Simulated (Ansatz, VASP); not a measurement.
**One calculation of Be, two programs**

```
Be
1.0
     2.28530    0.00000    0.00000
    -1.14265    1.97913    0.00000
     0.00000    0.00000    3.58420
Be
2
Direct
  0.66667 0.33333 0.75000
  0.33333 0.66667 0.25000
```

Alike in both runs: task relaxation of cell and atoms; functional PBEsol; k mesh 13 × 13 × 8; occupations fermi-dirac, width 0.05 eV; no spin polarisation.

|  | VASP | Ansatz |
| --- | --- | --- |
| version | VASP 6.6.1 | Ansatz 0.2.0 |
| potentials or method | VASP PAW PBE potentials, release 64 (Be) | Ansatz PAW |
| plane-wave cutoff (eV) | 600 | 420 |
| valence electrons in the cell | 4 | 4 |

```tsv
	VASP	Ansatz	Ansatz less VASP
gap on the k mesh at the Fermi level, each at its own relaxed structure (eV)	none	none	-
relaxed volume (Å³/atom)	7.86	7.85	-0.019
relaxed cell length with the largest relative difference (Å)	2.263	2.261	-0.0020
energy change over the relaxation (meV/atom)	-3	-3	-0.5
```

A gap of «none» marks a metal or a gap that the smearing closes.

Caveats: the PAW data sets were made with another functional, which shifts forces and pressure a little (VASP); the plane-wave basis is chosen anew once the cell has moved, so the energies of steps on either side of that aren't comparable (Ansatz); the PAW data sets come from PBE, with cores solved anew for the run's functional, which leaves a small shift of forces and pressure (Ansatz).
